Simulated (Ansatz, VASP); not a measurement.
# Nb: VASP beside Ansatz

```xyz
1
Lattice="-1.6548 1.6548 1.6548 1.6548 -1.6548 1.6548 1.6548 1.6548 -1.6548" Properties=species:S:1:pos:R:3 pbc="T T T"
Nb    0.0000    0.0000    0.0000
```

Alike in both runs: task single point; functional PBE; k mesh 22 × 22 × 22; occupations fermi-dirac, width 0.1 eV; no spin polarisation.

|  | VASP | Ansatz |
| --- | --- | --- |
| version | VASP 6.6.1 | Ansatz 0.2.0 |
| potentials or method | VASP PAW PBE potentials, release 64 (Nb_sv) | plane waves (420 eV) with PAW, scalar-relativistic |
| plane-wave cutoff (eV) | 520 | 420 |
| valence electrons in the cell | 13 | 13 |

|  | VASP | Ansatz | Ansatz less VASP |
| --- | --- | --- | --- |
| pressure (GPa) | 0.0 | 0.3 | +0.33 |
